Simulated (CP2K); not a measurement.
# HfN under changes of volume

One of the cells (14.793 Å³/atom); the others are scaled copies at fixed shape and fractional positions:

```
Hf N
1.0
     3.47164    0.00000    0.00000
     1.73582    3.00653    0.00000
     1.73582    1.00218    2.83458
Hf N
1 1
Cartesian
  0.0000 0.0000 0.0000
  1.7358 1.0022 0.7086
```

The cell comes from a database or a generator and needn't be the stable form of this composition.

* Program: CP2K 2026.2
* Functional: PBE
* Potentials or basis: POTENTIAL_UZH Hf GTH-PBE-q12, N GTH-PBE-q5; TZVP-MOLOPT-PBE-GTH basis
* Density cutoff: 6123 eV
* k mesh: 9 × 9 × 9
* Occupations: fermi-dirac, width 0.05 eV
* Spin: no spin polarisation

```csv
volume (Å³/atom),energy over the lowest point (meV/atom),pressure (GPa)
13.906,23.36,11.0
14.201,7.52,6.3
14.497,0.00,2.0
14.793,?,?
15.089,6.90,-5.4
15.385,19.94,-8.6
15.681,38.53,-11.4
```

What does the run at 14.793 Å³/atom give?

Energy over the lowest point 0.03 meV/atom; pressure -1.9 GPa.

Worked out: A Birch-Murnaghan fit of order 3 (a polynomial in V^(-2/3)) to the other rows has its minimum at 14.64 Å³/atom with B0 = V·E''(V) = 192 GPa and B' = 4.1. It gives 0.04 meV/atom at 14.793 Å³/atom, against the run's 0.03, and -dE/dV = -1.9 GPa, against -1.9.

Energies are extrapolated to zero smearing.

Caveats: the basis of atomic orbitals isn't converged, which shifts pressures, moduli and gaps.
